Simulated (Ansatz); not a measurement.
Na2S:

```
S Na
1.0
     0.00000    3.27350    3.27350
     3.27350    0.00000    3.27350
     3.27350    3.27350    0.00000
S Na
1 2
Direct
  0.00000 0.00000 0.00000
  0.75000 0.75000 0.75000
  0.25000 0.25000 0.25000
```

Base run:

| Quantity | Value |
| --- | --- |
| Program | Ansatz 0.2.0 |
| Functional | HSE06 form with a typed share of exact exchange |
| Potentials or basis | Ansatz PAW |
| Cutoff | 420 eV (not typed: the program's choice for these potentials) |
| k mesh | 4 × 4 × 4 |
| Occupations | fermi-dirac, width 0.05 eV |
| Spin | no spin polarisation |

Its results: band gap on the k mesh 2.67 eV, direct; pressure 0.2 GPa.

The run is repeated on the same cell with these changes: share of exact exchange from 0.05 to 0.4. What comes out?

Band gap on the k mesh 4.12 eV, direct; pressure -0.7 GPa.

Caveats: the PAW data sets come from PBE, with cores solved anew for the run's functional, which leaves a small shift of forces and pressure; the thresholds are loose for stress.

